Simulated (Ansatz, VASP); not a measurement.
## One calculation of Bi, two programs

Contents of INCAR:

```
ALGO     = Normal         # electronic algorithm
EDIFF    = 1E-7           # SCF threshold, eV
EDIFFG   = -0.005         # ionic threshold
ENCUT    = 600            # plane-wave cutoff, eV
IBRION   = 2              # ionic algorithm
ISIF     = 3              # what is computed and relaxed
ISMEAR   = 0              # smearing method
LASPH    = T              # aspherical terms in the spheres
LCHARG   = F              # write CHGCAR
LREAL    = F              # projectors in reciprocal space
LWAVE    = F              # write WAVECAR
NELM     = 100            # most SCF steps
NSW      = 70             # ionic steps
PREC     = Accurate       # precision mode
SIGMA    = 0.1            # smearing width, eV
```

File KPOINTS:

```
k-points
0
Gamma
  16 16 16
```

POSCAR

```
Bi
1.0
   -1.9918029236      1.9918029236      1.9918029236
    1.9918029236     -1.9918029236      1.9918029236
    1.9918029236      1.9918029236     -1.9918029236
Bi
1
Direct
    0.0000000000      0.0000000000      0.0000000000
```

Input for Ansatz:

```yaml
crystal:
  lattice:
    - [-1.9918029236, 1.9918029236, 1.9918029236]
    - [1.9918029236, -1.9918029236, 1.9918029236]
    - [1.9918029236, 1.9918029236, -1.9918029236]
  atoms:
    - { symbol: Bi, position: [0.0, 0.0, 0.0] }
basis:
  ecutwfc: 420
kpoints:
  mp_grid: { grid: [16, 16, 16] }
hamiltonian:
  xc: lda
scf:
  occupations: { method: gaussian, width: 0.1 }
output:
  forces: true
  stress: true
  eigenvalues: true
relax:
  adjacent_minimum: "off"
  f_tol: 0.005
  max_steps: 50
  cell: { stress_tol: 0.05 }
```

Alike in both runs: task relaxation of cell and atoms; functional LDA; k mesh 16 × 16 × 16; occupations gaussian, width 0.1 eV; no spin polarisation.

|  | VASP | Ansatz |
| --- | --- | --- |
| version | VASP 6.6.1 | Ansatz 0.2.0 |
| potentials or method | VASP PAW LDA potentials, release 64 (Bi_d) | scalar-relativistic, plane waves, PAW |
| plane-wave cutoff (eV) | 600 | 420 |
| valence electrons in the cell | 15 | 15 |

Ansatz gave:

| Item | Value |
| --- | --- |
| gap on the k mesh at the Fermi level, each at its own relaxed structure (eV) | none |
| relaxed volume (Å³/atom) | 29.26 |
| relaxed cell length with the largest relative difference (Å) | 3.362 |
| energy change over the relaxation (meV/atom) | -32 |

**Question.** Which values does VASP return?

**Answer.** gap on the k mesh at the Fermi level, each at its own relaxed structure (eV): none; relaxed volume (Å³/atom): 29.34; relaxed cell length with the largest relative difference (Å): 3.365; energy change over the relaxation (meV/atom): -30.

A gap of «none» marks a metal or a gap that the smearing closes.

Caveats: spin-orbit coupling is left out, which moves the levels of the heavy elements.
